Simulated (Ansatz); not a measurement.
# C: the cost of one run

Computed with Ansatz 0.2.0 (DFT PBE+D3(BJ), scalar-relativistic, plane waves, PAW, unless a step's input says otherwise).

43 further runs of the same task are left out: 43 set aside as unsound or not needed.

## 1. The system as given

The structure is trigonal, space group R-3m (No. 166). Conventional cell: a = 2.465 Å, b = 2.465 Å, c = 10.084 Å, α = 90.00°, β = 90.00°, γ = 120.00°. Around C (site symmetry 3m) lie 3 C at 1.42 Å.

Structure file:

```cif
data_structure
_symmetry_space_group_name_H-M 'P 1'
_symmetry_Int_Tables_number 1
_cell_length_a 3.6503
_cell_length_b 3.6503
_cell_length_c 3.6503
_cell_angle_alpha 39.467
_cell_angle_beta 39.467
_cell_angle_gamma 39.467
_cell_volume 17.69
loop_
_atom_site_label
_atom_site_type_symbol
_atom_site_fract_x
_atom_site_fract_y
_atom_site_fract_z
_atom_site_occupancy
C1 C 0.16660 0.16660 0.16660 1
C2 C 0.83340 0.83340 0.83340 1
```

This cell was relaxed beforehand with the same method: volume 8.84 Å³/atom, gap on the mesh 0.65 eV.

## 2. Plan of the line

The energy is mapped over two normal modes frozen in (zone-centre modes of the cell shown).

The axes are (1) amplitude of mode 4 (866 cm⁻¹), largest displacement: 9 values from −0.095 Å; (2) amplitude of mode 6 (1563 cm⁻¹), largest displacement: 9 values from −0.060 Å.

Nothing else is relaxed (the cell and all other modes fixed). Energies count from the relaxed high-symmetry cell. Points are written as (first, second).

The modes come from a phonon run on the reference cell, made beforehand.

Displacement patterns for an amplitude of 1 (Å):

| atom | x1 | y1 | z1 | x2 | y2 | z2 |
| --- | --- | --- | --- | --- | --- | --- |
| C1 | 0.000 | 0.000 | 1.000 | 0.000 | 1.000 | 0.000 |
| C2 | 0.000 | 0.000 | -1.000 | 0.000 | -1.000 | 0.000 |

## 3. The run at (−0.024 Å, −0.060 Å)

The input, input.yaml:

```yaml
crystal:
  lattice:
    - [1.2324984681, 0.7115833223, 3.3613878357]
    - [-1.2324984681, 0.7115833223, 3.3613878357]
    - [0.0, -1.4231666447, 3.3613878357]
  atoms:
    - { symbol: C, position: [0.1501921973, 0.1501921973, 0.1923517014] }
    - { symbol: C, position: [0.8498078027, 0.8498078027, 0.8076482986] }
basis:
  ecutwfc: 520.0
kpoints:
  mp_grid: { grid: [15, 15, 15] }
hamiltonian:
  xc: pbe
  dispersion: d3bj
scf:
  occupations: { method: gaussian, width: 0.05 }
output:
  forces: true
  stress: true
  eigenvalues: true
  write_density: true
  write_potential: true
  elf: true
  volumetric_format: npy
```

Launch:

```
$ ansatz run input.yaml --threads 1 --pin off --max-ram 2048MiB --backend cpu --events-out ev --progress --plain --runs-dir out
```

What time and memory should one allow on 1 thread of AMD EPYC 9R45 (Zen 5), shared host?

About 5.7 s, with a peak of 0.51 GiB.
